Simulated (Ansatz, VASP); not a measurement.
P in VASP and in Ansatz

File INCAR:

```
ALGO = Normal
EDIFF = 1E-6
ENCUT = 520
GGA = PS
ISIF = 2
ISMEAR = 0
LASPH = T
LCHARG = F
LREAL = F
LWAVE = F
NBANDS = 8
NELM = 80
PREC = Accurate
SIGMA = 0.15
```

KPOINTS

```
k-points
0
Gamma
  12 12 12
```

File POSCAR:

```
P
1.0
    4.3797274788      0.0000000000      0.0000000000
    0.0000000000      4.3797274788      0.0000000000
    0.0000000000      0.0000000000      4.4874500000
P
1
Direct
    0.0000000000      0.0000000000      0.0000000000
```

Input for Ansatz:

```yaml
crystal:
  lattice:
    - [4.3797274788, 0.0, 0.0]
    - [0.0, 4.3797274788, 0.0]
    - [0.0, 0.0, 4.48745]
  atoms:
    - { symbol: P, position: [0.0, 0.0, 0.0] }
basis:
  ecutwfc: 420
kpoints:
  mp_grid: { grid: [12, 12, 12] }
hamiltonian:
  xc: pbesol
scf:
  occupations: { method: gaussian, width: 0.15 }
output:
  forces: true
  stress: true
  eigenvalues: true
```

Change from the starting cell: strain +0.025 along x and y, +0.025 along z, atoms carried along.

Alike in both runs: task single point; functional PBEsol; k mesh 12 × 12 × 12; occupations gaussian, width 0.15 eV; no spin polarisation.

|  | VASP | Ansatz |
| --- | --- | --- |
| version | VASP 6.6.1 | Ansatz 0.2.0 |
| potentials or method | VASP PAW PBE potentials, release 64 (P) | scalar-relativistic, plane waves, PAW |
| plane-wave cutoff (eV) | 520 | 420 |
| valence electrons in the cell | 5 | 5 |

```tsv
	VASP	Ansatz	Ansatz less VASP
gap on the k mesh at the Fermi level (eV)	none	none	-
pressure (GPa)	-3.2	-3.2	+0.01
largest component of the traceless stress (GPa)	0.25	0.25	0.000
```

A gap of «none» marks a metal or a gap that the smearing closes. The functional is the same, so the differences come from potentials, cutoffs and numerics.

Caveats: the PAW data sets were made with another functional, which shifts forces and pressure a little (VASP).
